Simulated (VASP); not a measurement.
# VASP 6.6.1 run: InAs

INCAR

```
LREAL = .FALSE.
ENCUT = 520
ISIF = 2
NBANDS = 16
GGA = PE
NELECT = 17.9
LWAVE = .FALSE.
LASPH = .TRUE.
PREC = Accurate
LCHARG = .FALSE.
NELM = 56
SIGMA = 0.2
ADDGRID = .TRUE.
NSW = 0
IBRION = -1
ISMEAR = -1
EDIFF = 1E-7
```

KPOINTS

```
KPOINTS created by Atomic Simulation Environment
0
Gamma
8 8 8
0 0 0
```

POSCAR

```
In As
 1.0000000000000000
     0.0000000000000000    2.9934986636000001    3.1184735085000002
     2.9934986636000001    0.0000000000000000    3.1184735085000002
     2.9934986636000001    2.9934986636000001    0.0000000000000000
 In  As
   1   1
Cartesian
  0.0000000000000000  0.0000000000000000  0.0000000000000000
  1.4967493317999998  1.4967493317999998  1.5592367542499999
```

The recommended PBE PAW datasets give the neutral cell 18 valence electrons.

Command

```
mpirun -np 1 vasp_std
```

OSZICAR

```
N       E                     dE             d eps       ncg     rms          rms(c)
DAV:   1     0.112017979783E+03    0.11202E+03   -0.75726E+03  1896   0.111E+03
DAV:   2    -0.648990823198E+00   -0.11267E+03   -0.10765E+03  2088   0.293E+02
DAV:   3    -0.814545684418E+01   -0.74965E+01   -0.74395E+01  2480   0.743E+01
DAV:   4    -0.833316893550E+01   -0.18771E+00   -0.18767E+00  2320   0.132E+01
DAV:   5    -0.834212230654E+01   -0.89534E-02   -0.89532E-02  2840   0.244E+00    0.438E+00
DAV:   6    -0.814252727484E+01    0.19960E+00   -0.31735E-01  2976   0.101E+01    0.242E+00
DAV:   7    -0.812061644962E+01    0.21911E-01   -0.99022E-02  2624   0.288E+00    0.680E-01
DAV:   8    -0.812156441826E+01   -0.94797E-03   -0.12631E-02  2400   0.129E+00    0.182E-01
DAV:   9    -0.812210601540E+01   -0.54160E-03   -0.96357E-04  2448   0.263E-01    0.103E-01
DAV:  10    -0.812222303606E+01   -0.11702E-03   -0.14613E-04  2520   0.169E-01    0.583E-02
DAV:  11    -0.812227168979E+01   -0.48654E-04   -0.95073E-05  2216   0.936E-02    0.381E-02
DAV:  12    -0.812227221735E+01   -0.52756E-06   -0.39647E-06  2400   0.203E-02    0.954E-03
DAV:  13    -0.812227274024E+01   -0.52290E-06   -0.15220E-06  2408   0.702E-03    0.296E-03
DAV:  14    -0.812227277922E+01   -0.38973E-07   -0.12361E-07  2360   0.279E-03
   1 F= -.81222728E+01 E0= -.80984354E+01  d E =-.476747E-01
```

From OUTCAR

```
k-points           NKPTS =     59   k-points in BZ     NKDIM =     59   number of bands    NBANDS=     16

   NELECT =      17.9000    total number of electrons

   dimension x,y,z NGX =    32 NGY =   32 NGZ =   32
   dimension x,y,z NGXF=    64 NGYF=   64 NGZF=   64

  energy-cutoff  :      520.00
  volume of cell :       55.89
      direct lattice vectors                 reciprocal lattice vectors
     0.000000000  2.993498664  3.118473509    -0.167028636  0.167028636  0.160334856
     2.993498664  0.000000000  3.118473509     0.167028636 -0.167028636  0.160334856
     2.993498664  2.993498664  0.000000000     0.167028636  0.167028636 -0.160334856

 k-points in reciprocal lattice and weights: KPOINTS created by Atomic Simulation Env
   0.00000000  0.00000000  0.00000000       0.002
   0.12500000  0.00000000  0.00000000       0.016
   0.25000000  0.00000000  0.00000000       0.016
   0.37500000  0.00000000  0.00000000       0.016
   0.50000000  0.00000000  0.00000000       0.008
   0.12500000  0.12500000  0.00000000       0.004
   0.25000000  0.12500000  0.00000000       0.016
   0.37500000  0.12500000  0.00000000       0.016
   ...

 E-fermi :   4.1843

 k-point     1 :       0.0000    0.0000    0.0000
  band No.  band energies     occupation
      1      -9.9860      2.00000
      2      -9.9721      2.00000
      3      -9.9721      2.00000
      4      -9.8570      2.00000
      5      -9.8524      2.00000
      6      -7.4171      2.00000
      7       4.1340      1.12529
      8       4.2268      0.89438
      9       4.4321      0.44929
     10       4.4321      0.44929
     11       8.3038      0.00000
     12       8.3038      0.00000
     13       8.3815      0.00000
     14      11.9263      0.00000
     15      13.6836      0.00000
     16      14.3823      0.00000

 k-point     2 :       0.1250    0.0000    0.0000
  band No.  band energies     occupation
      1      -9.9975      2.00000
      2      -9.9742      2.00000
      3      -9.9666      2.00000
      4      -9.8576      2.00000
      5      -9.8519      2.00000
      6      -7.2595      2.00000
      7       2.4877      1.99959
      8       4.0988      1.21078
      9       4.2593      0.81488
     10       5.4541      0.00349
     11       8.4002      0.00000
     12       8.5865      0.00000
     13       8.6801      0.00000
     14      12.6902      0.00000
     15      13.0121      0.00000
     16      13.4617      0.00000

 k-point     3 :       0.2500    0.0000    0.0000
  band No.  band energies     occupation
      1     -10.0401      2.00000
      2      -9.9632      2.00000
      3      -9.9548      2.00000
      4      -9.8576      2.00000
      5      -9.8491      2.00000
      6      -6.8288      2.00000
      7       0.7132      2.00000
      8       3.7062      1.83226
      9       3.9172      1.58354
     10       5.6150      0.00156
     11       8.9402      0.00000
     12       9.0697      0.00000
     13       9.5811      0.00000
     14      12.6583      0.00000
     15      13.0781      0.00000
     16      13.0809      0.00000

 ...

  Total        0.3187845      0.3187845     -0.0818926      0.0000000      0.0000000      0.0000000
  in kB        9.1385576      9.1385576     -2.3476049      0.0000000      0.0000000      0.0000000
  external PRESSURE =       5.3098368 kB  Pullay stress =       0.0000000 kB

 POSITION                                       TOTAL-FORCE (eV/Angst)
 -----------------------------------------------------------------------------------
      0.00000      0.00000      0.00000         0.000000      0.000000     -0.000000
      1.49675      1.49675      1.55924        -0.000000     -0.000000      0.000000
 -----------------------------------------------------------------------------------
    total drift:                               -0.000000     -0.000000     -0.000000

  FREE ENERGIE OF THE ION-ELECTRON SYSTEM (eV)
  ---------------------------------------------------
  free  energy   TOTEN  =        -8.1222727792 eV

  energy  without entropy=       -8.0745981094  energy(sigma->0) =       -8.09843544
```

It converged. Results: pressure 0.5 GPa.

The cell is charged and sits in a uniform background.

For comparison, a separate PBE run of the intended cell, on usual settings and not on those above, gives a gap of 0.00 eV on its mesh and a pressure of 3.2 GPa.

The run above took about 50 s on one core of a shared host (Intel Xeon Platinum 8488C) and held 0.29 GiB at most.
